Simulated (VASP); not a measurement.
Input:

```
NaBr
1.0
    0.00000     2.96834     2.96834
    2.96834     0.00000     2.96834
    2.96834     2.96834     0.00000
Na Br
1 1
Cartesian
  0.00000   0.00000   0.00000
  2.96834   2.96834   2.96834
```

Calculation: r2SCAN meta-GGA, VASP's PBE PAW potentials (set 64) (plane waves; VASP). Numerical set-up: 520 eV cut-off, 9×9×9 Γ-centred mesh, tetrahedra with Blöchl corrections, potentials Na_pv Br.

**Question.** Tabulate the total density of states (states/eV per cell) against energy (eV; zero at the valence-band maximum or, without a gap, the Fermi level).

**Answer.** 
```
E (eV) | DOS (states/eV)
    -9.95 |  0.00
    -9.47 |  0.00
    -8.99 |  0.00
    -8.51 |  0.00
    -8.03 |  0.00
    -7.55 |  0.00
    -7.07 |  0.00
    -6.71 |  0.00
    -6.23 |  0.00
    -5.75 |  0.00
    -5.27 |  0.00
    -4.79 |  0.00
    -4.31 |  0.00
    -3.83 |  0.00
    -3.35 |  0.00
    -2.87 |  0.00
    -2.39 |  0.00
    -1.91 | ####### 1.18
    -1.43 | ###### 1.00
    -0.95 | ############# 2.27
    -0.59 | ############################## 5.29
    -0.11 | ######### 1.64
     0.37 |  0.00
     0.85 |  0.00
     1.33 |  0.00
     1.81 |  0.00
     2.29 |  0.00
     2.77 |  0.00
     3.25 |  0.00
     3.73 |  0.00
     4.21 |  0.00
     4.69 |  0.00
     5.17 |  0.01
     5.53 |  0.06
     6.01 | # 0.11
     6.49 | # 0.21
     6.97 | ### 0.59
     7.45 | ######## 1.42
     7.93 | ######### 1.66
     8.41 | ###### 1.03
```
Within 2 eV below the valence-band maximum the largest weight inside VASP's projection spheres is Br p.

The compound is NaBr in the rock salt structure. It was relaxed first.
